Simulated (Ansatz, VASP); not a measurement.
Os in VASP and in Ansatz

The input INCAR:

```
SYSTEM = Os
ALGO     = Normal         ! electronic algorithm
EDIFF    = 1E-7           ! SCF threshold, eV
ENCUT    = 520            ! plane-wave cutoff, eV
GGA      = PS             ! functional
ISIF     = 2              ! what is computed and relaxed
ISMEAR   = -1             ! smearing method
LASPH    = .TRUE.         ! aspherical terms in the spheres
LCHARG   = .FALSE.        ! write CHGCAR
LREAL    = .FALSE.        ! projectors in reciprocal space
LWAVE    = .FALSE.        ! write WAVECAR
NBANDS   = 10             ! bands
NELM     = 80             ! most SCF steps
PREC     = Accurate       ! precision mode
SIGMA    = 0.1            ! smearing width, eV
```

KPOINTS

```
k-points
0
G
  16 16 16
  0 0 0
```

The input POSCAR:

```
Os
1.0
   -1.5711474259      1.5711474259      1.5711474259
    1.5711474259     -1.5711474259      1.5711474259
    1.5711474259      1.5711474259     -1.5711474259
Os
1
Direct
    0.0000000000      0.0000000000      0.0000000000
```

Input for Ansatz:

```yaml
crystal:
  lattice:
    - [-1.5711474259, 1.5711474259, 1.5711474259]
    - [1.5711474259, -1.5711474259, 1.5711474259]
    - [1.5711474259, 1.5711474259, -1.5711474259]
  atoms:
    - { symbol: Os, position: [0.0, 0.0, 0.0] }
hamiltonian:
  xc: pbesol
  pseudopotentials:
    kind: paw
    azcp:
      Os: "pseudopotentials/Os.paw.azcp"
basis:
  ecutwfc: 420
  fft_grid_basis: typed
kpoints:
  mp_grid: { grid: [16, 16, 16], shift: [0, 0, 0] }
magnetization:
  spin_polarized: false
scf:
  occupations: { method: fermi_dirac, width: 0.1 }
  lower_state_search: "off"
output:
  stress: true
  write_density: true
  write_potential: true
  elf: true
  volumetric_format: npy
```

Alike in both runs: task single point; functional PBEsol; k mesh 16 × 16 × 16; occupations fermi-dirac, width 0.1 eV; no spin polarisation.

|  | VASP | Ansatz |
| --- | --- | --- |
| version | VASP 6.6.1 | Ansatz 0.2.0 |
| potentials or method | VASP PAW PBE potentials, release 64 (Os) | plane waves (420 eV) with PAW, scalar-relativistic |
| plane-wave cutoff (eV) | 520 | 420 |
| valence electrons in the cell | 8 | 16 |

```csv
,VASP,Ansatz,Ansatz less VASP
pressure (GPa),-24.4,-24.4,-0.01
```

The functional is the same, so the differences come from potentials, cutoffs and numerics. The two sets of potentials don't hold the same shells in valence. Ansatz warned: «pseudo_functional_mismatch».

Caveats: so large a pressure means that the cell lies far from this level's equilibrium, or that cutoff or potentials fall short (VASP); the potentials were made for another functional, which shifts forces and pressure (VASP). The runs have no spin-orbit coupling, so splittings on Os are missing.
